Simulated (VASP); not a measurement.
# InP (F-43m) in VASP: settings compared, part 2 of 2

VASP 6.6.1.

### Step 4. Single point, PBE0, spin-orbit coupling, no magnetisation

POSCAR reads:

```
InP
1.0
    0.0000000000      2.9305000000      2.9305000000
    2.9305000000      0.0000000000      2.9305000000
    2.9305000000      2.9305000000      0.0000000000
In P
1 1
Direct
    0.0000000000      0.0000000000      0.0000000000
    0.7500000000      0.7500000000      0.7500000000
```

INCAR.step1 reads:

```
SYSTEM = InP
  ALGO = Normal
  EDIFF = 1E-5
  ENCUT = 520
  GGA = PE
  GGA_COMPAT = .FALSE.
  ISIF = 2
  ISMEAR = -1
  LASPH = .TRUE.
  LCHARG = .FALSE.
  LORBIT = 11
  LREAL = .FALSE.
  LSORBIT = .TRUE.
  LWAVE = .TRUE.
  MAGMOM = 0 0 0 0 0 0
  NBANDS = 30
  NELM = 60
  PREC = Accurate
  SIGMA = 0.05
```

INCAR.step2 reads:

```
SYSTEM = InP
  AEXX = 0.25
  ALGO = Normal
  EDIFF = 1E-6
  ENCUT = 520
  GGA = PE
  GGA_COMPAT = .FALSE.
  HFRCUT = -1
  ISIF = 2
  ISMEAR = -1
  ISTART = 1
  LASPH = .TRUE.
  LCHARG = .FALSE.
  LHFCALC = .TRUE.
  LORBIT = 11
  LREAL = .FALSE.
  LSORBIT = .TRUE.
  LWAVE = .FALSE.
  MAGMOM = 0 0 0 0 0 0
  NBANDS = 30
  NELM = 60
  PREC = Accurate
  PRECFOCK = Fast
  SIGMA = 0.05
```

KPOINTS reads:

```
k-points
0
G
  4 4 4
  0 0 0
```

Potentials or basis: VASP PAW PBE potentials, release 64 (In_d, P).

Started as:

```bash
$ cat potpaw_PBE.64/In_d/POTCAR potpaw_PBE.64/P/POTCAR > POTCAR
$ cp INCAR.step1 INCAR
$ mpirun -np 1 vasp_ncl > vasp.out
$ cp INCAR.step2 INCAR
$ mpirun -np 1 vasp_ncl > vasp.out
```

OUTCAR:

```text
SYSTEM = InP
   AEXX = 0.25
   EDIFF = 1E-6
   ENCUT = 520
   GGA = PE
   ISIF = 2
   ISMEAR = -1
   ISTART = 1
   LASPH = .TRUE.
   LHFCALC = .TRUE.
   LORBIT = 11
   LREAL = .FALSE.
   LSORBIT = .TRUE.
   NELM = 60
   PREC = Accurate
   PRECFOCK = Fast

 ion  position               nearest neighbor table
   1  0.000  0.000  0.000-   2 2.54   2 2.54   2 2.54   2 2.54
   2  0.750  0.750  0.750-   1 2.54   1 2.54   1 2.54   1 2.54

  LATTYP: Found a face centered cubic cell.
 ALAT       =     5.8610000000

  Lattice vectors:

 A1 = (   0.0000000000,   2.9305000000,   2.9305000000)
 A2 = (   2.9305000000,   0.0000000000,   2.9305000000)
 A3 = (   2.9305000000,   2.9305000000,   0.0000000000)

Analysis of symmetry for initial positions (statically):
=====================================================================
 Subroutine PRICEL returns:
 Original cell was already a primitive cell.

 Routine SETGRP: Setting up the symmetry group for a
 face centered cubic supercell.

 Subroutine GETGRP returns: Found 24 space group operations
 (whereof 24 operations were pure point group operations)
 out of a pool of 48 trial point group operations.

The static configuration has the point symmetry T_d .

Analysis of symmetry for dynamics (positions and initial velocities):
=====================================================================
 Subroutine PRICEL returns:
 Original cell was already a primitive cell.

 Routine SETGRP: Setting up the symmetry group for a
 face centered cubic supercell.

 Subroutine GETGRP returns: Found 24 space group operations
 (whereof 24 operations were pure point group operations)
 out of a pool of 48 trial point group operations.

The dynamic configuration has the point symmetry T_d .

Analysis of structural, dynamic, and magnetic symmetry:
=====================================================================
 Subroutine PRICEL returns:
 Original cell was already a primitive cell.

 Routine SETGRP: Setting up the symmetry group for a
 face centered cubic supercell.

 Subroutine GETGRP returns: Found 24 space group operations
 (whereof 24 operations were pure point group operations)
 out of a pool of 48 trial point group operations.

The overall configuration has the point symmetry T_d .

 Subroutine INISYM returns: Found 24 space group operations
 (whereof 24 operations are pure point group operations),
 and found     1 'primitive' translations

----------------------------------------------------------------------------------------

                                     Primitive cell

  volume of cell :      50.3333

  direct lattice vectors                    reciprocal lattice vectors
     0.000000000  2.930500000  2.930500000    -0.170619348  0.170619348  0.170619348
     2.930500000  0.000000000  2.930500000     0.170619348 -0.170619348  0.170619348
     2.930500000  2.930500000  0.000000000     0.170619348  0.170619348 -0.170619348

  length of vectors
     4.144352845  4.144352845  4.144352845     0.295521380  0.295521380  0.295521380
[... 122 lines left out ...]
  free energy    TOTEN  =       -10.83150496 eV

  energy without entropy =      -10.83150496  energy(sigma->0) =      -10.83150496

 E-fermi :   5.5024     XC(G=0):  -7.3360

 val. band max:        4.4624673982   @ k =   0.0000   0.0000   0.0000
 cond. band min:       6.6461370425   @ k =   0.0000   0.0000   0.0000
 fundamental gap:      2.1836696442
 Fermi energy:         5.5023927343

 k-point     1 :       0.0000    0.0000    0.0000
  band No.  band energies     occupation
      1     -12.0047      1.00000
      2     -12.0047      1.00000
      3     -12.0047      1.00000
      4     -12.0047      1.00000
      5     -11.1877      1.00000
      6     -11.1877      1.00000
[... 319 lines left out ...]
     29      17.7047      0.00000
     30      17.8295      0.00000

------------------------ aborting loop because EDIFF is reached ----------------------------------------

  FORCE on cell =-STRESS in cart. coord.  units (eV):
  Direction    XX          YY          ZZ          XY          YZ          ZX
  --------------------------------------------------------------------------------------
  -------------------------------------------------------------------------------------
  Total        0.3407389      0.3407389      0.3407389     -0.0000000      0.0000000      0.0000000
  in kB       10.8461880     10.8461880     10.8461880     -0.0000000      0.0000000      0.0000000
  external PRESSURE =      10.8461880 kB  Pullay stress =       0.0000000 kB

 VOLUME and BASIS-vectors are now :
 -----------------------------------------------------------------------------
  energy-cutoff  :      520.00
  volume of cell :       50.33
      direct lattice vectors                 reciprocal lattice vectors
     0.000000000  2.930500000  2.930500000    -0.170619348  0.170619348  0.170619348
     2.930500000  0.000000000  2.930500000     0.170619348 -0.170619348  0.170619348
     2.930500000  2.930500000  0.000000000     0.170619348  0.170619348 -0.170619348

 POSITION                                       TOTAL-FORCE (eV/Angst)
 -----------------------------------------------------------------------------------
      0.00000      0.00000      0.00000        -0.000000     -0.000000     -0.000000
      4.39575      4.39575      4.39575         0.000000      0.000000      0.000000
 -----------------------------------------------------------------------------------
    total drift:                               -0.000006     -0.000001     -0.000001

  FREE ENERGIE OF THE ION-ELECTRON SYSTEM (eV)
  ---------------------------------------------------
  free  energy   TOTEN  =       -10.8315049644 eV

  energy  without entropy=      -10.8315049643  energy(sigma->0) =      -10.83150496

 Spin-Orbit-Coupling matrix elements

 Ion:    1  E_soc:     -0.0676986
 l=   1
     0.0000000    -0.0050423    -0.0050423
    -0.0050423     0.0000000    -0.0050423
    -0.0050423    -0.0050423     0.0000000
 l=   2
     0.0000000    -0.0012869     0.0000000    -0.0012869    -0.0049539
    -0.0012869     0.0000000    -0.0037154    -0.0012869    -0.0012385
     0.0000000    -0.0037154     0.0000000    -0.0037154     0.0000000
    -0.0012869    -0.0012869    -0.0037154     0.0000000    -0.0012385
    -0.0049539    -0.0012385     0.0000000    -0.0012385     0.0000000
 l=   3
     0.0000000     0.0000000     0.0000000     0.0000000     0.0000000     0.0000000     0.0000000
     0.0000000     0.0000000     0.0000000     0.0000000     0.0000000     0.0000000     0.0000000
     0.0000000     0.0000000     0.0000000     0.0000000     0.0000000     0.0000000     0.0000000
     0.0000000     0.0000000     0.0000000     0.0000000     0.0000000     0.0000000     0.0000000
     0.0000000     0.0000000     0.0000000     0.0000000     0.0000000     0.0000000     0.0000000
     0.0000000     0.0000000     0.0000000     0.0000000     0.0000000     0.0000000     0.0000000
     0.0000000     0.0000000     0.0000000     0.0000000     0.0000000     0.0000000     0.0000000

 Ion:    2  E_soc:     -0.0009559
 l=   1
     0.0000000    -0.0001593    -0.0001593
    -0.0001593     0.0000000    -0.0001593
    -0.0001593    -0.0001593     0.0000000
 l=   2
     0.0000000     0.0000000     0.0000000     0.0000000     0.0000000
     0.0000000     0.0000000     0.0000000     0.0000000     0.0000000
     0.0000000     0.0000000     0.0000000     0.0000000     0.0000000
     0.0000000     0.0000000     0.0000000     0.0000000     0.0000000
     0.0000000     0.0000000     0.0000000     0.0000000     0.0000000
 l=   3
     0.0000000     0.0000000     0.0000000     0.0000000     0.0000000     0.0000000     0.0000000
     0.0000000     0.0000000     0.0000000     0.0000000     0.0000000     0.0000000     0.0000000
     0.0000000     0.0000000     0.0000000     0.0000000     0.0000000     0.0000000     0.0000000
     0.0000000     0.0000000     0.0000000     0.0000000     0.0000000     0.0000000     0.0000000
     0.0000000     0.0000000     0.0000000     0.0000000     0.0000000     0.0000000     0.0000000
     0.0000000     0.0000000     0.0000000     0.0000000     0.0000000     0.0000000     0.0000000
     0.0000000     0.0000000     0.0000000     0.0000000     0.0000000     0.0000000     0.0000000

 total charge

# of ion       s       p       d       tot
------------------------------------------
    1        0.835   0.795   9.919  11.549
    2        1.010   1.536   0.000   2.546
--------------------------------------------------
tot          1.845   2.331   9.919  14.094

 magnetization (x)

# of ion       s       p       d       tot
------------------------------------------
    1        0.000  -0.000   0.000  -0.000
    2       -0.000   0.000   0.000  -0.000
--------------------------------------------------
tot         -0.000  -0.000   0.000  -0.000

 magnetization (y)

# of ion       s       p       d       tot
------------------------------------------
    1        0.000   0.000   0.000   0.000
    2        0.000   0.000   0.000   0.000
--------------------------------------------------
tot          0.000   0.000   0.000   0.000

 magnetization (z)

# of ion       s       p       d       tot
------------------------------------------
    1       -0.000   0.000  -0.000   0.000
    2       -0.000   0.000   0.000  -0.000
--------------------------------------------------
tot         -0.000   0.000  -0.000   0.000
```

Run time: 12 min. Hardware: 1 thread of Intel Xeon 6975P-C (Granite Rapids), shared host; peak memory 0.31 GiB.

Results:

- Free energy: -10.8315 eV
- Pressure: 1.1 GPa
- Valence electrons inside the program's atomic spheres: In 11.55; P 2.55

Caveat: the k mesh is coarse (spacing up to 0.46 Å⁻¹), so the values aren't converged, least of all with exact exchange; the PAW data sets were made with another functional, which shifts forces and pressure a little.

### Step 5. The reference run

An earlier run on the cell as given: functional PBEsol; potentials or basis VASP PAW PBE potentials, release 64 (In_d, P); cutoff 520 eV; k mesh 8 × 8 × 8; occupations fermi-dirac, width 0.05 eV; no spin polarisation.

- Pressure: 0.6 GPa
- Band gap on the k mesh: 0.61 eV, direct

### Step 6. The runs side by side

```tsv
task	level	spin	cell	k mesh	cutoff (eV)	smearing	grid for exact exchange (PRECFOCK)	exchange at q = 0	ladder	mesh quality	gap on the mesh (eV)	pressure (GPa)
single point	PBE	off	as given	8 × 8 × 8	520	gaussian 0.014 eV	-	-	-	not flagged	0.71	3.3
relaxation of cell and atoms	PBE0	off	relaxed	4 × 4 × 4	600	fermi-dirac 0.05 eV	Fast	default	-	coarse	2.14	0.0
single point	PBE0	SOC, no magnetisation	as given	4 × 4 × 4	520	fermi-dirac 0.05 eV	Fast	truncated	-	coarse	-	1.1
single point	PBEsol	off	as given	8 × 8 × 8	520	fermi-dirac 0.05 eV	-	-	free	not flagged	0.61	0.6
```

Alike in all rows: potentials or basis VASP PAW PBE potentials, release 64 (In_d, P).

Caveats: some runs use coarse meshes; spin-orbit coupling is left out, which moves the levels of the heavy elements (some runs); the PAW data sets were made with another functional, which shifts forces and pressure a little (some runs).

Total energies depend on the potentials used, so only differences within one code and one set of settings carry meaning.

### Step 7. How close it comes

Step 2. A measured gap of InP is 1.4236 eV (direct; 1.6 K; a printed reference work, data compilation); the calculated 0.71 eV misses it by -0.71 eV. Spin-orbit coupling on In is left out. The value is that of PBE, without temperature or zero-point motion. Semilocal functionals fall short of measured gaps as a rule.
